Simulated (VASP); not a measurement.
TaC, 2 atoms in the cell. The structure is cubic, space group Fm-3m (No. 225). The conventional cell has a = 4.446 Å, b = 4.446 Å, c = 4.446 Å, α = 90.00°, β = 90.00°, γ = 90.00°. Ta (site symmetry m-3m) has 6 C at 2.22 Å as nearest neighbours. Around C (site symmetry m-3m) lie 6 Ta at 2.22 Å. 

- Program: VASP 6.6.1
- Task: electric field gradients
- Functional: PBEsol
- Potentials or basis: VASP PAW PBE potentials, release 64 (Ta_pv, C)
- Cutoff: 520 eV
- k mesh: 13 × 13 × 13
- Occupations: fermi-dirac, width 0.05 eV
- Spin: no spin polarisation
- Further INCAR settings: ALGO = Normal; EDIFF = 1e-07

Potentials or basis: VASP PAW PBE potentials, release 64 (Ta_pv, C).

Command:

```bash
$ cat potpaw_PBE.64/Ta_pv/POTCAR potpaw_PBE.64/C/POTCAR > POTCAR
$ mpirun -np 1 vasp_std > vasp.out
```

Hardware: 1 thread of Intel(R) Xeon(R) Platinum 8488C (Sapphire Rapids), on a shared host.

Problem. Estimate the wall time of this run.

Solution. Wall time 9.1 s on 1 thread of Intel(R) Xeon(R) Platinum 8488C (Sapphire Rapids) (shared host), peak memory 0.15 GiB. Counts: scf iterations 14, k points 84.
